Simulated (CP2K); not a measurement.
A run of CP2K 2026.2:

tial3_bands.inp

```
&GLOBAL
  PROJECT tial3_bands
  RUN_TYPE ENERGY_FORCE
  PRINT_LEVEL LOW
&END GLOBAL
&FORCE_EVAL
  METHOD QS
  STRESS_TENSOR ANALYTICAL
  &DFT
    BASIS_SET_FILE_NAME BASIS_MOLOPT_UZH
    POTENTIAL_FILE_NAME GTH_POTENTIALS
    &MGRID
      CUTOFF 450
      REL_CUTOFF 60
      NGRIDS 5
    &END MGRID
    &QS
      METHOD GPW
      EPS_DEFAULT 1.0E-10
    &END QS
    &KPOINTS
      SCHEME MONKHORST-PACK 7 7 7
      GAMMA_CENTERED T
      SYMMETRY T
      SYMMETRY_BACKEND SPGLIB
    &END KPOINTS
    &SCF
      SCF_GUESS ATOMIC
      EPS_SCF 1.0E-6
      MAX_SCF 100
      ADDED_MOS 17
      CHOLESKY OFF
      EPS_EIGVAL 1.0E-7
      &DIAGONALIZATION ON
        ALGORITHM STANDARD
      &END DIAGONALIZATION
      &MIXING ON
        METHOD BROYDEN_MIXING
        ALPHA 0.4
        BETA 1.5
        NBUFFER 8
      &END MIXING
      &SMEAR ON
        METHOD FERMI_DIRAC
        ELECTRONIC_TEMPERATURE 580.23
      &END SMEAR
    &END SCF
    &XC
      &XC_FUNCTIONAL
        &LDA_X
        &END LDA_X
        &LDA_C_PW
        &END LDA_C_PW
      &END XC_FUNCTIONAL
    &END XC
    &PRINT
      &KPOINTS ON
      &END KPOINTS
      &MULLIKEN ON
      &END MULLIKEN
      &MO ON
        ENERGIES T
        OCCUPATION_NUMBERS T
        &EACH
          QS_SCF 0
        &END EACH
        ADD_LAST NUMERIC
      &END MO
      &LOWDIN ON
      &END LOWDIN
      &HIRSHFELD ON
        SHAPE_FUNCTION DENSITY
      &END HIRSHFELD
      &BAND_STRUCTURE
        FILE_NAME bands.bs
        ADDED_MOS 2
        &KPOINT_SET
          UNITS B_VECTOR
          NPOINTS 6
          SPECIAL_POINT GAMMA 0.00000000 0.00000000 0.00000000
          SPECIAL_POINT X 0.00000000 0.00000000 0.50000000
          SPECIAL_POINT Y -0.09965903 0.09965903 0.50000000
          SPECIAL_POINT S -0.29982951 0.29982951 0.29982951
          SPECIAL_POINT GAMMA 0.00000000 0.00000000 0.00000000
          SPECIAL_POINT Z 0.50000000 0.50000000 -0.50000000
          SPECIAL_POINT S1 0.29982951 0.70017049 -0.29982951
          SPECIAL_POINT N 0.00000000 0.50000000 0.00000000
          SPECIAL_POINT P 0.25000000 0.25000000 0.25000000
          SPECIAL_POINT Y1 0.50000000 0.50000000 -0.09965903
          SPECIAL_POINT Z 0.50000000 0.50000000 -0.50000000
        &END KPOINT_SET
        &KPOINT_SET
          UNITS B_VECTOR
          NPOINTS 6
          SPECIAL_POINT X 0.00000000 0.00000000 0.50000000
          SPECIAL_POINT P 0.25000000 0.25000000 0.25000000
        &END KPOINT_SET
      &END BAND_STRUCTURE
    &END PRINT
  &END DFT
  &SUBSYS
    &CELL
      ABC 5.0624878778 5.0624878778 5.0624878777
      ALPHA_BETA_GAMMA 135.6417445973 135.6417445978 64.5346926101
      PERIODIC XYZ
    &END CELL
    &COORD
      SCALED
      Ti  0.0000000000 0.0000000000 0.0000000000
      Al  0.2500000000 0.7500000000 0.5000000000
      Al  0.7500000000 0.2500000000 0.5000000000
      Al  0.5000000000 0.5000000000 0.0000000000
    &END COORD
    &KIND Ti
      BASIS_SET TZVP-MOLOPT-PBE-GTH-q12
      POTENTIAL GTH-PADE-q12
    &END KIND
    &KIND Al
      BASIS_SET TZVP-MOLOPT-PBE-GTH-q3
      POTENTIAL GTH-PADE-q3
    &END KIND
    &PRINT
      &ATOMIC_COORDINATES ON
      &END ATOMIC_COORDINATES
      &CELL ON
      &END CELL
    &END PRINT
  &END SUBSYS
  &PRINT
    &FORCES ON
    &END FORCES
    &STRESS_TENSOR ON
    &END STRESS_TENSOR
  &END PRINT
&END FORCE_EVAL
```

Potentials or basis: GTH_POTENTIALS Ti GTH-PADE-q12, Al GTH-PADE-q3; TZVP-MOLOPT-PBE-GTH basis.

Command:

```bash
$ OMP_NUM_THREADS=1 cp2k.psmp -i tial3_bands.inp -o tial3_bands.out
```

Hardware: 1 thread of Arm Neoverse V2, with other jobs on the host.

Q: How long does it take, and how much memory?

A: Run time: 2.1 min on 1 thread of Arm Neoverse V2 (shared host), peak memory 0.55 GiB. Counts: scf iterations 13, k points 40, basis 86, bands 28, force evaluations 1.
